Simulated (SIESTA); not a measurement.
Crystal: AlFe.

```
CELL_PARAMETERS angstrom
2.91000 0.00000 0.00000
0.00000 2.91000 0.00000
0.00000 0.00000 2.91000
ATOMIC_POSITIONS crystal
Fe 0.50000 0.50000 0.50000
Al 0.00000 0.00000 0.00000
```

Base run:

- Program: SIESTA 5.4.2
- Functional: AM05
- Potentials or basis: PseudoDojo 0.4 standard (PBEsol files)
- Basis: DZP (energy shift 0.003 Ry; two zetas on semicore shells)
- Grid cutoff: 800 Ry
- Energy shift: 0.003 Ry
- k mesh: 9 × 9 × 9
- Occupations: fermi-dirac, width 0.05 eV
- Spin: collinear spin, ferromagnetic start
- Starting moments: [3.0, 0.0] μB

Its results: band gap on the k mesh none (metal or under the smearing width); pressure -12.5 GPa; net moment 0.68 μB per cell; site moments Fe +0.78; Al -0.10 μB.

Q: The run is repeated on the same cell with these changes: functional from AM05 to LDA; potentials or basis from PseudoDojo 0.4 standard (PBEsol files) to PseudoDojo 0.4 standard (LDA files). What comes out?

A: Band gap on the k mesh none (metal or under the smearing width); pressure -17.2 GPa; net moment 0.65 μB per cell; site moments Fe +0.75; Al -0.09 μB.

Caveats: short orbitals over semicore shells can move pressures by several GPa; the basis of atomic orbitals isn't converged, which shifts pressures, moduli and gaps; the potentials were made for another functional, which shifts forces and pressure (some runs); so large a pressure means that the cell lies far from this level's equilibrium, or that cutoff or potentials fall short (some runs).
